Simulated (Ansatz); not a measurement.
Results of LC-ωPBE (Ansatz, an electronic-structure program, plane waves, PAW) for zinc-blende AlSb.

Run with plane-wave cutoff 460 eV, 8×8×8 k mesh, Fermi–Dirac smearing 0.01 eV, scalar-relativistic PAW data made under PBE.

Computed at the level's own relaxed cell.

Question: Give the computed bulk modulus B0, equilibrium volume per atom and equilibrium lattice constant a.

Answer: 
* **bulk modulus B0**: 68.7 GPa
* **equilibrium volume per atom**: 28.18 Å³/atom
* **equilibrium lattice constant a**: 6.086 Å

Measured, for comparison: bulk modulus 58.2 GPa (temperature not stated, not corrected to a static lattice; as tabulated in Toher et al. (2017), arXiv:1611.05714); equilibrium volume per atom 28.77 Å³/atom, lattice constant a 6.128 Å (low temperature, thermal expansion removed or low-temperature value; zero-point expansion not removed; as tabulated in Zhang et al. (2018), doi:10.1088/1367-2630/aac7f0). Computed (rounded) less measured: bulk modulus +18 %, equilibrium volume per atom -2.1 %, lattice constant a -0.7 %.

Spin–orbit coupling is not included.

The result took very roughly 29 core-minutes.
